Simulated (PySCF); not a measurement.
A spin–spin coupling run with PySCF 2.14.0 with density-fitted response routines (density fitting, non-relativistic, gas phase) on `OCc1ccccc1`, C₇H₈O:

```
{"job": {"kind": "j", "xc": "B3LYP", "basis": "pcJ-1"}, "charge": 0, "multiplicity": 1}
O     -2.645491    -0.350863    -0.922480
C     -1.997701    -0.418264     0.333362
C     -0.516722    -0.162093     0.214991
C      0.362669    -1.204281    -0.047363
C      1.713715    -0.957485    -0.214965
C      2.199599     0.336099    -0.125540
C      1.329500     1.381404     0.132710
C     -0.021550     1.133384     0.300298
H     -2.426173     0.491672    -1.336028
H     -2.450491     0.302228     1.031078
H     -2.187632    -1.429092     0.700817
H     -0.018137    -2.212233    -0.119901
H      2.389009    -1.776481    -0.415538
H      3.254137     0.530178    -0.255608
H      1.704358     2.391911     0.205335
H     -0.696687     1.952858     0.507419
```

Hardware: 1 thread of an Arm Neoverse V1, shared host. The job also computes field gradients.

(1) How large is the calculation?

(2) How long does it take?

Answers

(1) 58 electrons, 296 basis functions and 1045 auxiliary functions.

(2) 76 s of wall time, with 15 SCF cycles. Times on a shared host scatter by some tens of per cent.
